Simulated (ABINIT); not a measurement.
A self-consistent single point of BeO (P6_3mc, 4 atoms in the cell) with ABINIT

Method: PBE, PAW (JTH v2.0 PBE PAW) (plane waves; ABINIT).

Input as run:

```
# BeO, JTH v2.0 PBE PAW
pp_dirpath "./"
pseudos "Be.GGA_PBE-JTH.xml, O.GGA_PBE-JTH.xml"
acell 3*1.0 Angstrom
rprim
         2.7171811312    0.0000002195    0.0000000000
        -1.3585907558    2.3531477766    0.0000000000
         0.0000000000    0.0000000000    4.4132160000
natom 4
ntypat 2
znucl 4 8
typat 1 1 2 2
xcart
        -0.0000001268    1.5687652576    0.0007061146
         1.3585905022    0.7843827386    2.2073141146
        -0.0000001268    1.5687652576    1.6652829254
         1.3585905022    0.7843827386    3.8718909254
      Angstrom
ecut 24
pawecutdg 48
pawxcdev 0
ixc 11
occopt 1
nband 12
kptopt 1
ngkpt 9 9 5
nshiftk 1
shiftk 0 0 0
nstep 60
tolvrs 1.0e-11
diemac 9
prtwf 0
prtden 0
prtvol 1
enunit 1
```

Output (repeated stretches shortened):

```
 Symmetries : space group P6_3 m c (#186); Bravais hP (primitive hexag.)

 -outvars: echo values of preprocessed input variables --------
            acell      1.8897261329E+00  1.8897261329E+00  1.8897261329E+00 Bohr
           diemac      9.00000000E+00
             ecut      2.40000000E+01 Hartree
           enunit           1
              ixc          11
         kptrlatt        9    0    0      0    9    0      0    0    5
          kptrlen      4.16988480E+01
            natom           4
            nband          12
            ngfft          24      24      40
          ngfftdg          36      36      54
             nkpt          36
            nstep          60
             nsym          12
           ntypat           2
        pawecutdg      4.80000000E+01 Hartree
         pawxcdev           0
            rprim      2.7171811312E+00  2.1950000000E-07  0.0000000000E+00
                      -1.3585907558E+00  2.3531477766E+00  0.0000000000E+00
                       0.0000000000E+00  0.0000000000E+00  4.4132160000E+00
          spgroup         186
           tolvrs      1.00000000E-11
            typat      1  1  2  2
           useylm           1
             xred      3.3333333334E-01  6.6666666669E-01  1.6000000906E-04
                       6.6666666668E-01  3.3333333335E-01  5.0016000001E-01
                       3.3333333334E-01  6.6666666669E-01  3.7733999999E-01
                       6.6666666668E-01  3.3333333335E-01  8.7733999999E-01
            znucl        4.00000    8.00000

== DATASET  1 ==================================================================

 Exchange-correlation functional for the present dataset will be:
  GGA: Perdew-Burke-Ernzerhof functional - ixc=11
 Citation for XC functional:
  J.P.Perdew, K.Burke, M.Ernzerhof, PRL 77, 3865 (1996)

 Real(R)+Recip(G) space primitive vectors, cartesian coordinates (Bohr,Bohr^-1):
 R(1)=  5.1347282  0.0000004  0.0000000  G(1)=  0.1947523  0.1124403  0.0000000
 R(2)= -2.5673645  4.4468048  0.0000000  G(2)= -0.0000000  0.2248806  0.0000000
 R(3)=  0.0000000  0.0000000  8.3397696  G(3)=  0.0000000  0.0000000  0.1199074
 Unit cell volume ucvol=  1.9042309E+02 bohr^3
 Angles (23,13,12)=  9.00000000E+01  9.00000000E+01  1.20000000E+02 degrees

 Coarse grid specifications (used for wave-functions):

 getcut: wavevector=  0.0000  0.0000  0.0000  ngfft=  24  24  40
         ecut(hartree)=     24.000   => boxcut(ratio)=   2.11945

 Fine grid specifications (used for densities):

 getcut: wavevector=  0.0000  0.0000  0.0000  ngfft=  36  36  54
         ecut(hartree)=     48.000   => boxcut(ratio)=   2.07613

   3.44024877E+02                                ecore*ucvol(ha*bohr**3)

_setup2: Arith. and geom. avg. npw (full set) are    1069.336    1069.318

--- !BeginCycle
solver: {iscf: 17, nstep: 60, nline: 4, wfoptalg: 10, }
tolerances: {tolvrs: 1.00E-11, }
...

     iter   Etot(hartree)      deltaE(h)  residm     nres2
 ETOT  1  -60.887307835500    -6.089E+01 2.683E+01 3.264E+01
 ETOT  2  -62.093180307837    -1.206E+00 2.203E-02 1.210E+01
 ETOT  3  -62.086145265012     7.035E-03 1.937E-02 1.493E+00
 ETOT  4  -62.086826884109    -6.816E-04 1.246E-03 5.278E-02
 ETOT  5  -62.086721408365     1.055E-04 5.009E-04 2.623E-03
 ETOT  6  -62.086740263136    -1.885E-05 3.668E-04 7.295E-05
   [... 2 lines left out ...]
 ETOT  9  -62.086740600826    -5.555E-10 3.357E-04 1.246E-07
 ETOT 10  -62.086740600881    -5.473E-11 1.663E-04 3.188E-09
 ETOT 11  -62.086740600882    -1.116E-12 1.631E-04 6.611E-10
 ETOT 12  -62.086740600882     4.974E-14 7.376E-05 6.906E-11
 ETOT 13  -62.086740600882    -1.847E-13 6.774E-05 9.605E-13

 At SCF step   13       nres2   =  9.60E-13 < tolvrs=  1.00E-11 =>converged.

 Cartesian components of stress tensor (hartree/bohr^3)
  sigma(1 1)=  8.05118477E-05  sigma(3 2)=  0.00000000E+00
  sigma(2 2)=  8.05118474E-05  sigma(3 1)=  0.00000000E+00
  sigma(3 3)=  7.31327381E-05  sigma(2 1)=  4.36791635E-13

 ----iterations are completed or convergence reached----

 reduced coordinates (array xred) for    4 atoms
       0.333333333344      0.666666666688      0.000160000009
       0.666666666677      0.333333333355      0.500160000009
       0.333333333344      0.666666666688      0.377339999991
       0.666666666677      0.333333333355      0.877339999991
 cartesian forces (eV/Angstrom) at end:
    1     -0.00000000000000     0.00000000000000    -0.02724755725199
    2     -0.00000000000000    -0.00000000000000    -0.02724755725199
    3     -0.00000000000000     0.00000000000000     0.02724755725199
    4      0.00000000000000    -0.00000000000000     0.02724755725199
 frms,max,avg= 1.5731385E-02 2.7247557E-02   0.000E+00  0.000E+00  2.206E-03 e/A
 length scales=  1.889726132886  1.889726132886  1.889726132886 bohr
              =  1.000000000000  1.000000000000  1.000000000000 angstroms
 Fermi (or HOMO) energy (eV) =   3.84859   Average Vxc (eV)= -11.19203
 Eigenvalues (   eV  ) for nkpt=  36  k points:
 kpt#   1, nband= 12, wtk=  0.00247, kpt=  0.0000  0.0000  0.0000 (reduced coord)
 -92.84765  -92.84555  -14.69539  -12.95743   -2.25191    2.87704    2.87704    3.82813
   3.82813    3.84859   11.25173   15.24696
 prteigrs : prtvol=0 or 1, do not print more k-points.

--- !EnergyTerms
comment             : Components of total free energy in Hartree
kinetic             :  1.95258728351547E+01
hartree             :  1.03351072521286E+01
xc                  : -7.72936710390355E+00
Ewald energy        : -3.81461612918386E+01
psp_core            :  1.80663427646619E+00
local_psp           : -3.65852173217396E+01
spherical_terms     : -1.12936093118536E+01
total_energy        : -6.20867406655858E+01
total_energy_eV     : -1.68946613286753E+03
...

-Cartesian components of stress tensor (GPa)         [Pressure= -2.2964E+00 GPa]
- sigma(1 1)=  2.36873994E+00  sigma(3 2)=  0.00000000E+00
- sigma(2 2)=  2.36873993E+00  sigma(3 1)=  0.00000000E+00
- sigma(3 3)=  2.15163908E+00  sigma(2 1)=  1.28508514E-08

 Calculation completed.
```

The run converged in 13 iterations.

The starting cell comes from a database of computed structures (which also holds hypothetical and non-ambient phases and stackings), without a prior relaxation at this level. Its lattice was rescaled by a random factor within 2.5 % of one.
